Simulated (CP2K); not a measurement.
Crystal: GaP.

```xyz
2
Lattice="3.8541 0.0000 0.0000 1.9270 3.3377 0.0000 1.9270 1.1126 3.1468" Properties=species:S:1:pos:R:3 pbc="T T T"
Ga    0.0000    0.0000    0.0000
P     5.7811    3.3377    2.3601
```

Program: CP2K 2026.2. Alike in all runs: no spin polarisation; cell as given; k mesh 8 × 8 × 8; smearing fermi-dirac 0.05 eV.

Problem. Order these runs on this cell by their band gap on the k mesh, lowest first.
A. level revPBE; potentials or basis POTENTIAL_UZH Ga GTH-PBE-q13, P GTH-PBE-q5; TZVP-MOLOPT-PBE-GTH basis; hirshfeld SHAPE_FUNCTION GAUSSIAN; VORONOI_RADII UNITY; CUTOFF of the grids 675 Ry
B. level HLE16; potentials or basis GTH_POTENTIALS Ga GTH-PBE-q13, P GTH-PBE-q5; DZVP-MOLOPT-SR-GTH basis; CUTOFF of the grids 450 Ry; points a segment of the path (NPOINTS) 8; bands added on the path 6
C. level AM05; potentials or basis POTENTIAL_UZH Ga GTH-PBE-q13, P GTH-PBE-q5; TZVP-MOLOPT-PBE-GTH basis; hirshfeld SHAPE_FUNCTION GAUSSIAN; VORONOI_RADII UNITY; CUTOFF of the grids 675 Ry

Solution. C (1.57 eV), A (1.73 eV), B (2.22 eV).

Caveats: the basis of atomic orbitals isn't converged, which shifts pressures, moduli and gaps; the potentials were made for a functional far from this one (some runs).

A k mesh can miss the band edges.
